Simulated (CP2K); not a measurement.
Runs of CP2K 2026.2 on ZnO (zincite). The structure is hexagonal, space group P6_3mc (No. 186). Conventional cell: a = 3.249 Å, b = 3.249 Å, c = 5.206 Å, α = 90.00°, β = 90.00°, γ = 120.00°. Zn (site symmetry 3m) has 4 O at 1.97 to 1.98 Å as nearest neighbours. O (site symmetry 3m) is surrounded by 4 Zn at 1.97 to 1.98 Å. 

```csv
level,cutoff of the non-local correlation (Ry),gap on the mesh (eV),pressure (GPa),largest force (eV/Å)
rev-vdW-DF2,300,0.73,4.2,-
PBE,-,0.80,6.2,0.07
TPSS,-,(a),(b),0.08
PBEsol,-,0.61,0.4,0.06
OLYP,-,1.25,7.6,-
LDA,-,0.52,-3.5,0.06
BLYP,-,0.96,(c),-
```

Alike in all rows: task atomic charges; potentials or basis POTENTIAL_UZH Zn GTH-PBE-q12, O GTH-PBE-q6; TZVP-MOLOPT-PBE-GTH basis; no spin polarisation; cell as given; k mesh 9 × 9 × 5; smearing fermi-dirac 0.05 eV.

Estimate the missing entries.

(a) 0.74; (b) 2.7; (c) 11.5.

Caveats: the basis of atomic orbitals isn't converged, which shifts pressures, moduli and gaps; the potentials were made for another functional, which shifts forces and pressure (some runs); the forces don't sum to zero, a sign of grid noise (some runs).

